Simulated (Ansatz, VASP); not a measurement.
SiO2: VASP beside Ansatz

```
CELL_PARAMETERS angstrom
5.51329 0.00000 0.00000
-2.75664 4.77465 0.00000
0.00000 0.00000 5.80807
ATOMIC_POSITIONS crystal
Si 0.50000 0.00000 0.00000
Si 0.50000 0.50000 0.33333
Si 0.00000 0.50000 0.66667
O 0.41593 0.20796 0.16667
O 0.20796 0.41593 0.50000
O 0.79204 0.20796 0.83333
O 0.58407 0.79204 0.16667
O 0.79204 0.58407 0.50000
O 0.20796 0.79204 0.83333
```

Change from the starting cell: strain +0.080 along x and y, +0.040 along z, atoms carried along.

Alike in both runs: task single point; functional PBE; k mesh 6 × 6 × 4; occupations gaussian, width 0.05 eV; no spin polarisation.

|  | VASP | Ansatz |
| --- | --- | --- |
| version | VASP 6.6.1 | Ansatz 0.2.0 |
| potentials or method | VASP PAW PBE potentials, release 64 (Si, O) | scalar-relativistic, plane waves, PAW |
| plane-wave cutoff (eV) | 520 | 420 |
| valence electrons in the cell | 48 | 48 |

|  | VASP | Ansatz | Ansatz less VASP |
| --- | --- | --- | --- |
| gap on the k mesh at the Fermi level (eV) | 3.76 | 3.78 | +0.017 |
| least direct gap on the mesh (eV) | 3.96 | 3.98 | +0.014 |
| pressure (GPa) | -22.5 | -22.4 | +0.04 |
| largest component of the traceless stress (GPa) | 2.04 | 2.03 | -0.012 |
| rms of the force components (eV/Å) | 0.489 | 0.484 | -0.0048 |

Atom by atom the forces differ by 0.005 eV/Å (rms over components).

Caveats: so large a pressure means that the cell lies far from this level's equilibrium, or that cutoff or potentials fall short (VASP); forces of over 1 eV/Å show positions far from the minimum, so gaps and moduli don't describe the material at rest. A k mesh can miss the band edges.
